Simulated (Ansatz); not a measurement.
## Sn under changes of volume

One of the cells (27.353 Å³/atom); the others are scaled copies at fixed shape and fractional positions:

```xyz
1
Lattice="-2.0292 2.0292 1.6608 2.0292 -2.0292 1.6608 2.0292 2.0292 -1.6608" Properties=species:S:1:pos:R:3 pbc="T T T"
Sn    0.0000    0.0000    0.0000
```

This isn't the form of Sn at room conditions, which is tetragonal (white tin).

```yaml
Program: Ansatz 0.2.0
Functional: r2SCAN
Potentials_or_basis: Ansatz PAW
Cutoff: "500 eV (not typed: the program's choice for these potentials)"
k_mesh: 10 × 10 × 10
Occupations: fermi-dirac, width 0.05 eV
Spin: no spin polarisation
```

| volume (Å³/atom) | energy over the lowest point (meV/atom) | pressure (GPa) |
| --- | --- | --- |
| 25.712 | 11.87 | 3.1 |
| 26.259 | 3.72 | 1.7 |
| 26.806 | 0.00 | 0.5 |
| 27.353 | ? | ? |
| 27.901 | 3.65 | -1.4 |
| 28.448 | 10.01 | -2.2 |
| 28.995 | 18.92 | -2.9 |

**Question.** What does the run at 27.353 Å³/atom give?

**Answer.** Energy over the lowest point 0.16 meV/atom; pressure -0.5 GPa.

Worked out: A Birch-Murnaghan fit of order 3 (a polynomial in V^(-2/3)) to the other rows has its minimum at 27.06 Å³/atom with B0 = V·E''(V) = 52 GPa and B' = 6.0 at fixed shape and positions, which overstates the stiffness. It gives 0.14 meV/atom at 27.353 Å³/atom, against the run's 0.16, and -dE/dV = -0.6 GPa, against -0.5.

Energies are extrapolated to zero smearing.

Caveats: the PAW data sets come from PBE, with cores solved anew for the run's functional, which leaves a small shift of forces and pressure.
